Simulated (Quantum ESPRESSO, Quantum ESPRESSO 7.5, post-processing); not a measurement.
**GaN/AlN(110) interfaces: a series in the in-plane cubic lattice constant**

Aim: how the results for GaN/AlN(110) interfaces change with the in-plane cubic lattice constant.

Method: plane-wave DFT, PBE, GBRV ultrasoft pseudopotentials, in Quantum ESPRESSO 7.5.

Report form: the programs' logs are mostly left out.

## Step 1: The starting structure

The structure is orthorhombic, space group Imm2 (No. 44). The conventional cell has a = 3.069 Å, b = 3.313 Å, c = 4.340 Å, α = 90.00°, β = 90.00°, γ = 90.00°. Nearest to Ga lie 4 N at 1.88 to 1.98 Å. Nearest to N lie 4 Ga at 1.88 to 1.98 Å. Farther neighbours and most contacts between anions are not listed.

Set-up: Each bulk cell keeps the common in-plane lattice and relaxes along the normal and in its atoms; the superlattice is stacked from these relaxed cells and held, so that both halves are the crystals whose edges are computed. Edges are hung on the mean electrostatic potential over one period in the middle of each half. Fermi-Dirac smearing of 0.002 Ry; edges are taken by band count, which loses its meaning where this level closes a crystal's gap.

Members 4.411, 4.447, 4.483 and 4.519 took the same steps and show in the table alone.

## Step 2: Variable-cell relaxation, 4.34 Å

What the set-up leaves free in this member is relaxed.

Contents of m0.first.relax.in:

```
&control
  prefix = 'm0.first.relax'
  outdir = './out'
  pseudo_dir = './pseudo'
  nstep = 70
  forc_conv_thr = 0.0004
  calculation = 'vc-relax'
/
&system
  ibrav = 0
  nat = 4
  ntyp = 2
  ecutwfc = 48
  ecutrho = 240
  occupations = 'smearing'
  smearing = 'fd'
  degauss = 0.002
/
&electrons
  conv_thr = 1e-09
  mixing_beta = 0.4
  electron_maxstep = 120
/
&ions
/
&cell
  cell_dofree = 'z'
  press_conv_thr = 0.4
/
ATOMIC_SPECIES
  Ga  69.7230  ga_pbe_v1.4.uspp.F.UPF
  N   14.0070  n_pbe_v1.2.uspp.F.UPF
CELL_PARAMETERS angstrom
  4.34000000000000 0.00000000000000 0.00000000000000
  0.00000000000000 3.06884343034962 0.00000000000000
  0.00000000000000 0.00000000000000 3.31250959871938
ATOMIC_POSITIONS crystal
  Ga  0.000000000000 0.000000000000 0.000000000000
  N   0.250000000000 0.500000000000 0.000000000000
  Ga  0.500000000000 0.500000000000 0.500000000000
  N   0.750000000000 0.000000000000 0.500000000000
K_POINTS automatic
  3 4 4 0 0 0
```

On the command line:

```bash
$ OMP_NUM_THREADS=1 mpirun -n 4 pw.x -nk 2 -in m0.first.relax.in > m0.first.relax.out
```

The job ended after 42 s (4 MPI ranks of Intel Xeon at 2.70GHz, shared host; peak memory 0.31 GiB; 2.7 min of CPU time).

The steps of the relaxation:

```csv
step,energy less that of the first step (eV),largest force (eV/Å),volume (Å³)
1,0.0000,0.8204,44.12
2,-0.0406,0.3164,43.87
3,-0.0486,0.0336,43.93
4,-0.0494,0.0038,44.05
5,-0.0495,0.0022,44.10
6,-0.0495,0.0022,44.10
```

```csv
cell as run,before,after,change
a (Å),4.340,4.340,+0.0 %
b (Å),3.069,3.069,-0.0 %
c (Å),3.313,3.311,-0.0 %
volume (Å³/atom),11.03,11.03,-0.0 %
```

The atoms that moved most (Å, as changes of fractional coordinates times the final cell):

```csv
atom,dx,dy,dz,length
Ga3,-0.030,0.000,0.000,0.030
N4,0.030,0.000,0.000,0.030
N2,0.030,0.000,0.000,0.030
Ga1,-0.030,0.000,0.000,0.030
```

 The last row is no step: it is a fresh SCF in the final cell with a new plane-wave basis, +0 meV from the row before.

This step gave:

- free energy: -11851.6283 eV
- Fermi energy: 12.52 eV

## Step 3: SCF with pw.x, 4.34 Å

A bulk run at that cell gives the reference energy and levels.

Contents of m0.first.bulk.in:

```
&control
  prefix = 'm0.first.bulk'
  outdir = './out'
  pseudo_dir = './pseudo'
  calculation = 'scf'
  tprnfor = .true.
/
&system
  ibrav = 0
  nat = 4
  ntyp = 2
  ecutwfc = 40
  ecutrho = 200
  occupations = 'smearing'
  smearing = 'fd'
  degauss = 0.002
  nbnd = 28
/
&electrons
  conv_thr = 1e-09
  mixing_beta = 0.4
  electron_maxstep = 120
/
ATOMIC_SPECIES
  Ga  69.7230  ga_pbe_v1.4.uspp.F.UPF
  N   14.0070  n_pbe_v1.2.uspp.F.UPF
CELL_PARAMETERS angstrom
  4.34000000000000 0.00000000000000 0.00000000000000
  0.00000000000000 3.06884343000000 0.00000000000000
  0.00000000000000 0.00000000000000 3.31138440000000
ATOMIC_POSITIONS crystal
  Ga  -0.006978295100 0.000000000000 0.000000000000
  N   0.256978749400 0.500000000000 0.000000000000
  Ga  0.493020728300 0.500000000000 0.500000000000
  N   0.756978817400 0.000000000000 0.500000000000
K_POINTS automatic
  6 8 8 0 0 0
```

On the command line:

```bash
$ OMP_NUM_THREADS=1 mpirun -n 4 pw.x -nk 4 -in m0.first.bulk.in > m0.first.bulk.out
```

The job ended after 27 s (4 MPI ranks; peak memory 0.33 GiB).

This step gave:

* free energy: -11851.5985 eV
* Fermi energy: 12.45 eV
* valence top, on the run's zero: 11.67 eV
* conduction bottom, on the run's zero: 13.31 eV
* gap by band count: 1.638 eV

## Step 4: Electrostatic potential, 4.34 Å

plot_num = 11 writes the bare and Hartree potential, from which vacuum levels or, in a crystal, the mean potential are read.

Contents of m0.first.bulk.pot.in:

```
&inputpp
  prefix = 'm0.first.bulk'
  outdir = './out'
  filplot = 'm0.first.bulk.pot.dat'
  plot_num = 11
/
```

On the command line:

```bash
$ OMP_NUM_THREADS=1 mpirun -n 4 pp.x -in m0.first.bulk.pot.in > m0.first.bulk.pot.out
```

The job ended after 1.3 s (4 MPI ranks; peak memory 0.09 GiB; 3.9 s of CPU time).

Electrostatic potential energy of an electron; zero at the highest filled level of the SCF mesh. Potential energy, planar mean against z:

```csv
z (Å),"potential energy, planar mean (eV)"
0.00,-12.3
0.11,-11.8
0.22,-10.2
0.33,-8.10
0.44,-5.81
0.55,-3.82
0.66,-2.37
0.77,-1.56
0.88,-1.56
0.99,-2.37
1.10,-3.82
1.21,-5.81
1.32,-8.10
1.43,-10.2
1.55,-11.8
1.66,-12.3
1.77,-11.8
1.88,-10.2
1.99,-8.10
2.10,-5.81
2.21,-3.82
2.32,-2.37
2.43,-1.56
2.54,-1.56
2.65,-2.37
2.76,-3.82
2.87,-5.81
2.98,-8.10
3.09,-10.2
3.20,-11.8
```

## Step 5: Variable-cell relaxation, 4.34 Å

System of this step: AlN, held at a = 4.34 Å in the (110) plane. Symmetry: Imm2, No. 44, orthorhombic system. The conventional cell has a = 3.069 Å, b = 3.143 Å, c = 4.340 Å, α = 90.00°, β = 90.00°, γ = 90.00°. Nearest to Al lie 4 N at 1.88 to 1.91 Å. N has 4 Al at 1.88 to 1.91 Å nearest. Farther neighbours and most contacts between anions are not listed.

Contents of m0.relax.in:

```
&control
  prefix = 'm0.relax'
  outdir = './out'
  pseudo_dir = './pseudo'
  nstep = 70
  forc_conv_thr = 0.0004
  calculation = 'vc-relax'
/
&system
  ibrav = 0
  nat = 4
  ntyp = 2
  ecutwfc = 48
  ecutrho = 240
  occupations = 'smearing'
  smearing = 'fd'
  degauss = 0.002
/
&electrons
  conv_thr = 1e-09
  mixing_beta = 0.4
  electron_maxstep = 120
/
&ions
/
&cell
  cell_dofree = 'z'
  press_conv_thr = 0.4
/
ATOMIC_SPECIES
  Al  26.9815  al_pbe_v1.uspp.F.UPF
  N   14.0070  n_pbe_v1.2.uspp.F.UPF
CELL_PARAMETERS angstrom
  4.34000000000000 0.00000000000000 0.00000000000000
  0.00000000000000 3.06884343034962 0.00000000000000
  0.00000000000000 0.00000000000000 3.14280255702104
ATOMIC_POSITIONS crystal
  Al  0.000000000000 0.000000000000 0.000000000000
  N   0.250000000000 0.500000000000 0.000000000000
  Al  0.500000000000 0.500000000000 0.500000000000
  N   0.750000000000 0.000000000000 0.500000000000
K_POINTS automatic
  3 4 4 0 0 0
```

On the command line:

```bash
$ OMP_NUM_THREADS=1 mpirun -n 4 pw.x -nk 2 -in m0.relax.in > m0.relax.out
```

Wall time 16 s (4 MPI ranks); peak memory 0.24 GiB; 61 s of CPU time.

Relaxation path:

```csv
step,energy less that of the first step (eV),largest force (eV/Å),volume (Å³)
1,0.0000,0.2175,41.86
2,-0.0028,0.0713,41.77
3,-0.0032,0.0102,41.79
4,-0.0033,0.0015,41.82
5,-0.0033,0.0007,41.83
6,-0.0033,0.0006,41.83
```

```csv
cell as run,before,after,change
a (Å),4.340,4.340,+0.0 %
b (Å),3.069,3.069,-0.0 %
c (Å),3.143,3.141,-0.1 %
volume (Å³/atom),10.46,10.46,-0.1 %
```

 The last row is no step: it is a fresh SCF in the final cell with a new plane-wave basis, +0 meV from the row before.

This step gave:

```
free energy  : -735.9561 eV
Fermi energy : 8.238 eV
```

## Step 6: Self-consistent run, 4.34 Å

Contents of m0.bulk.in:

```
&control
  prefix = 'm0.bulk'
  outdir = './out'
  pseudo_dir = './pseudo'
  calculation = 'scf'
  tprnfor = .true.
/
&system
  ibrav = 0
  nat = 4
  ntyp = 2
  ecutwfc = 40
  ecutrho = 200
  occupations = 'smearing'
  smearing = 'fd'
  degauss = 0.002
  nbnd = 12
/
&electrons
  conv_thr = 1e-09
  mixing_beta = 0.4
  electron_maxstep = 120
/
ATOMIC_SPECIES
  Al  26.9815  al_pbe_v1.uspp.F.UPF
  N   14.0070  n_pbe_v1.2.uspp.F.UPF
CELL_PARAMETERS angstrom
  4.34000000000000 0.00000000000000 0.00000000000000
  0.00000000000000 3.06884343000000 0.00000000000000
  0.00000000000000 0.00000000000000 3.14088716700000
ATOMIC_POSITIONS crystal
  Al  -0.001701140400 0.000000000000 0.000000000000
  N   0.251700439000 0.500000000000 0.000000000000
  Al  0.498300158700 0.500000000000 0.500000000000
  N   0.751700542700 0.000000000000 0.500000000000
K_POINTS automatic
  6 8 8 0 0 0
```

On the command line:

```bash
$ OMP_NUM_THREADS=1 mpirun -n 4 pw.x -nk 4 -in m0.bulk.in > m0.bulk.out
```

The job ended after 9.3 s (4 MPI ranks; peak memory 0.25 GiB; 35 s of CPU time).

This step gave:

| Item | Value |
| --- | --- |
| free energy | -735.9779 eV |
| Fermi energy | 9.022 eV |
| valence top, on the run's zero | 7.008 eV |
| conduction bottom, on the run's zero | 10.18 eV |
| gap by band count | 3.176 eV |

## Step 7: Potential by pp.x, 4.34 Å

Contents of m0.bulk.pot.in:

```
&inputpp
  prefix = 'm0.bulk'
  outdir = './out'
  filplot = 'm0.bulk.pot.dat'
  plot_num = 11
/
```

On the command line:

```bash
$ OMP_NUM_THREADS=1 mpirun -n 4 pp.x -in m0.bulk.pot.in > m0.bulk.pot.out
```

Elapsed: 1.3 s, on 4 MPI ranks; peak memory 0.09 GiB; 3.7 s of CPU time.

Electrostatic potential energy of an electron; zero at the highest filled level of the SCF mesh. Potential energy, planar mean against z:

z (Å), potential energy, planar mean (eV) and a bar from the least value:
```
     0.00      -10.6 
     0.12      -10.0 ##
     0.23       -8.3 #######
     0.35       -6.0 ###############
     0.47       -3.8 ######################
     0.58       -2.2 ###########################
     0.70       -1.3 #############################
     0.81       -1.1 ##############################
     0.93       -1.7 ############################
     1.05       -2.9 ########################
     1.16       -4.9 ##################
     1.28       -7.2 ###########
     1.40       -9.2 ####
     1.51      -10.5 #
     1.63      -10.5 #
     1.74       -9.2 ####
     1.86       -7.2 ###########
     1.98       -4.9 ##################
     2.09       -2.9 ########################
     2.21       -1.7 ############################
     2.33       -1.1 ##############################
     2.44       -1.3 #############################
     2.56       -2.2 ###########################
     2.68       -3.8 ######################
     2.79       -6.0 ###############
     2.91       -8.3 #######
     3.02      -10.0 ##
```

## Step 8: SCF with pw.x, 4.34 Å

The self-consistent run of this member.

System of this step: GaN/AlN(110) superlattice, 6 + 6 layers, a = 4.34 Å in the plane. The cell holds 24 atoms: 6 Ga, 12 N and 6 Al. Cell: a = 4.340 Å, b = 3.069 Å, c = 19.357 Å, α = 90.0°, β = 90.0°, γ = 90.0°. The structure's axis is c.

Contents of m0.scf.in:

```
&control
  prefix = 'm0.scf'
  outdir = './out'
  pseudo_dir = './pseudo'
  calculation = 'scf'
  tprnfor = .true.
/
&system
  ibrav = 0
  nat = 24
  ntyp = 3
  ecutwfc = 40
  ecutrho = 200
  occupations = 'smearing'
  smearing = 'fd'
  degauss = 0.002
/
&electrons
  conv_thr = 1e-08
  mixing_beta = 0.4
  electron_maxstep = 160
  mixing_mode = 'TF'
  mixing_ndim = 12
/
ATOMIC_SPECIES
  Ga  69.7230  ga_pbe_v1.4.uspp.F.UPF
  N   14.0070  n_pbe_v1.2.uspp.F.UPF
  Al  26.9815  al_pbe_v1.uspp.F.UPF
CELL_PARAMETERS angstrom
  4.34000000000000 0.00000000000000 0.00000000000000
  0.00000000000000 3.06884343000000 0.00000000000000
  0.00000000000000 0.00000000000000 19.35681470100000
ATOMIC_POSITIONS crystal
  Ga  -0.006978295100 0.000000000000 0.000000000000
  N   0.256978749400 0.500000000000 0.000000000000
  Ga  0.493020728300 0.500000000000 0.085535364448
  N   0.756978817400 0.000000000000 0.085535364448
  Ga  -0.006978295100 0.000000000000 0.171070728896
  N   0.256978749400 0.500000000000 0.171070728896
  Ga  0.493020728300 0.500000000000 0.256606093344
  N   0.756978817400 0.000000000000 0.256606093344
  Ga  -0.006978295100 0.000000000000 0.342141457791
  N   0.256978749400 0.500000000000 0.342141457791
  Ga  0.493020728300 0.500000000000 0.427676822239
  N   0.756978817400 0.000000000000 0.427676822239
  Al  -0.001701140400 0.000000000000 0.513212186687
  N   0.251700439000 0.500000000000 0.513212186687
  Al  0.498300158700 0.500000000000 0.594343488906
  N   0.751700542700 0.000000000000 0.594343488906
  Al  -0.001701140400 0.000000000000 0.675474791125
  N   0.251700439000 0.500000000000 0.675474791125
  Al  0.498300158700 0.500000000000 0.756606093344
  N   0.751700542700 0.000000000000 0.756606093344
  Al  -0.001701140400 0.000000000000 0.837737395562
  N   0.251700439000 0.500000000000 0.837737395562
  Al  0.498300158700 0.500000000000 0.918868697781
  N   0.751700542700 0.000000000000 0.918868697781
K_POINTS automatic
  4 6 1 0 0 0
```

On the command line:

```bash
$ OMP_NUM_THREADS=1 mpirun -n 4 pw.x -nk 2 -in m0.scf.in > m0.scf.out
```

Wall time 4.5 min (4 MPI ranks); peak memory 0.81 GiB; 18 min of CPU time.

This step gave:

```
free energy  : -37762.6562 eV
Fermi energy : 11.13 eV
```

## Step 9: Potential by pp.x, 4.34 Å

Contents of m0.pot.in:

```
&inputpp
  prefix = 'm0.scf'
  outdir = './out'
  filplot = 'm0.pot.dat'
  plot_num = 11
/
```

On the command line:

```bash
$ OMP_NUM_THREADS=1 mpirun -n 4 pp.x -in m0.pot.in > m0.pot.out
```

The job ended after 2.2 s (4 MPI ranks; peak memory 0.22 GiB; 7 s of CPU time).

Electrostatic potential energy of an electron; zero at the Fermi level. The potential energy, planar mean by z:

z (Å), potential energy, planar mean (eV) and a bar from the least value:
```
      0.0      -13.6 
      0.5       -5.9 #####################
      1.0       -3.6 ###########################
      1.5      -12.4 ###
      2.0       -8.9 #############
      2.5       -2.7 ##############################
      3.0       -9.6 ###########
      3.5      -11.8 #####
      4.0       -3.3 ############################
      4.5       -6.5 ####################
      5.0      -13.3 #
      5.5       -5.3 #######################
      6.0       -4.0 ##########################
      6.5      -12.7 ###
      7.0       -8.3 ###############
      7.5       -2.7 ##############################
      8.0      -10.3 #########
      8.5      -11.4 ######
      9.0       -3.1 #############################
      9.5       -6.5 ####################
     10.0      -12.7 ###
     10.5       -4.8 ########################
     11.0       -5.6 ######################
     11.5      -13.0 ##
     12.0       -5.8 #####################
     12.5       -4.7 ########################
     13.0      -12.7 ###
     13.5       -7.0 ##################
     14.0       -4.1 ##########################
     14.5      -12.0 #####
     15.0       -8.3 ###############
     15.5       -3.7 ###########################
     16.0      -10.9 #######
     16.5       -9.6 ###########
     17.0       -3.5 ############################
     17.5       -9.6 ###########
     18.0      -10.9 ########
     18.5       -3.6 ###########################
     19.0       -9.0 #############
```

## Step 10: The line-up

Bulk edges are hung on the mean potential of each side.

Numbers from this step:

```
mean potential in the stack, first crystal                       : 3.361 eV
valence top over the bulk's mean potential, first crystal        : 6.648 eV
conduction bottom over the bulk's mean potential, first crystal  : 8.286 eV
slope of the running mean in the stack, first crystal            : 3.99e-4 eV/Å
period along the stack, first crystal                            : 3.311 Å
mean potential in the stack, second crystal                      : 3.239 eV
valence top over the bulk's mean potential, second crystal       : 5.524 eV
conduction bottom over the bulk's mean potential, second crystal : 8.700 eV
slope of the running mean in the stack, second crystal           : -0.002142 eV/Å
period along the stack, second crystal                           : 3.141 Å
```

## Step 11: Variable-cell relaxation, 4.376 Å

System of this step: GaN, held at a = 4.376 Å in the (110) plane. The structure is orthorhombic, space group Imm2 (No. 44). The conventional cell has a = 3.094 Å, b = 3.297 Å, c = 4.376 Å, α = 90.00°, β = 90.00°, γ = 90.00°. Nearest to Ga lie 4 N at 1.89 to 1.98 Å. Nearest to N lie 4 Ga at 1.89 to 1.98 Å. Farther neighbours and most contacts between anions are not listed.

Contents of m1.first.relax.in:

```
&control
  prefix = 'm1.first.relax'
  outdir = './out'
  pseudo_dir = './pseudo'
  nstep = 70
  forc_conv_thr = 0.0004
  calculation = 'vc-relax'
/
&system
  ibrav = 0
  nat = 4
  ntyp = 2
  ecutwfc = 48
  ecutrho = 240
  occupations = 'smearing'
  smearing = 'fd'
  degauss = 0.002
/
&electrons
  conv_thr = 1e-09
  mixing_beta = 0.4
  electron_maxstep = 120
/
&ions
/
&cell
  cell_dofree = 'z'
  press_conv_thr = 0.4
/
ATOMIC_SPECIES
  Ga  69.7230  ga_pbe_v1.4.uspp.F.UPF
  N   14.0070  n_pbe_v1.2.uspp.F.UPF
CELL_PARAMETERS angstrom
  4.37600000000000 0.00000000000000 0.00000000000000
  0.00000000000000 3.09429927447233 0.00000000000000
  0.00000000000000 0.00000000000000 3.29728530687772
ATOMIC_POSITIONS crystal
  Ga  0.000000000000 0.000000000000 0.000000000000
  N   0.250000000000 0.500000000000 0.000000000000
  Ga  0.500000000000 0.500000000000 0.500000000000
  N   0.750000000000 0.000000000000 0.500000000000
K_POINTS automatic
  3 4 4 0 0 0
```

On the command line:

```bash
$ OMP_NUM_THREADS=1 mpirun -n 4 pw.x -nk 2 -in m1.first.relax.in > m1.first.relax.out
```

It took 26 s on 4 MPI ranks; peak memory 0.31 GiB.

The steps of the relaxation:

```csv
step,energy less that of the first step (eV),largest force (eV/Å),volume (Å³)
1,0.0000,0.6376,44.65
2,-0.0254,0.2532,44.41
3,-0.0304,0.0278,44.44
4,-0.0310,0.0017,44.53
5,-0.0310,0.0017,44.58
6,-0.0307,0.0016,44.58
```

```csv
cell as run,before,after,change
a (Å),4.376,4.376,+0.0 %
b (Å),3.094,3.094,-0.0 %
c (Å),3.297,3.292,-0.1 %
volume (Å³/atom),11.16,11.15,-0.1 %
```

The atoms that moved most (Å, as changes of fractional coordinates times the final cell):

```csv
atom,dx,dy,dz,length
Ga1,-0.024,0.000,0.000,0.024
N2,0.024,0.000,0.000,0.024
N4,0.024,0.000,0.000,0.024
Ga3,-0.024,0.000,0.000,0.024
```

The relaxed structure:

```xyz
4
Lattice="4.3760 0.0000 0.0000 0.0000 3.0943 0.0000 0.0000 0.0000 3.2924" Properties=species:S:1:pos:R:3 pbc="T T T"
Ga   -0.0239    0.0000    0.0000
N     1.1179    1.5471    0.0000
Ga    2.1641    1.5471    1.6462
N     3.3059    0.0000    1.6462
```

 The last row is no step: it is a fresh SCF in the final cell with a new plane-wave basis, +0 meV from the row before.

Read from the output:

- free energy: -11851.7077 eV
- Fermi energy: 12.21 eV

## Step 12: Self-consistent run, 4.376 Å

Contents of m1.first.bulk.in:

```
&control
  prefix = 'm1.first.bulk'
  outdir = './out'
  pseudo_dir = './pseudo'
  calculation = 'scf'
  tprnfor = .true.
/
&system
  ibrav = 0
  nat = 4
  ntyp = 2
  ecutwfc = 40
  ecutrho = 200
  occupations = 'smearing'
  smearing = 'fd'
  degauss = 0.002
  nbnd = 28
/
&electrons
  conv_thr = 1e-09
  mixing_beta = 0.4
  electron_maxstep = 120
/
ATOMIC_SPECIES
  Ga  69.7230  ga_pbe_v1.4.uspp.F.UPF
  N   14.0070  n_pbe_v1.2.uspp.F.UPF
CELL_PARAMETERS angstrom
  4.37600000000000 0.00000000000000 0.00000000000000
  0.00000000000000 3.09429927400000 0.00000000000000
  0.00000000000000 0.00000000000000 3.29240581600000
ATOMIC_POSITIONS crystal
  Ga  -0.005467329600 0.000000000000 0.000000000000
  N   0.255467201600 0.500000000000 0.000000000000
  Ga  0.494533155900 0.500000000000 0.500000000000
  N   0.755466972000 0.000000000000 0.500000000000
K_POINTS automatic
  6 8 8 0 0 0
```

On the command line:

```bash
$ OMP_NUM_THREADS=1 mpirun -n 4 pw.x -nk 4 -in m1.first.bulk.in > m1.first.bulk.out
```

The job ended after 15 s (4 MPI ranks; peak memory 0.33 GiB).

Read from the output:

```
free energy                          : -11851.6783 eV
Fermi energy                         : 12.31 eV
valence top, on the run's zero       : 11.44 eV
conduction bottom, on the run's zero : 13.10 eV
gap by band count                    : 1.655 eV
```

(Part 1 of 3 ends here.)

[Logs are printed without paths, hosts, clocks, repeated set-up lines and the standing remarks that a program may print on its own settings, such as how far it seeks lower states.]

[Hosts, paths, dates, database ids (printed as entryN), source tags and the programs' standing remarks are cut or masked in the printed files.]

[Maps of the electrostatic potential energy from Ansatz leave out the sawtooth potential of an applied field or a dipole correction, so their vacuum need not be flat; planar profiles and work functions include it.]
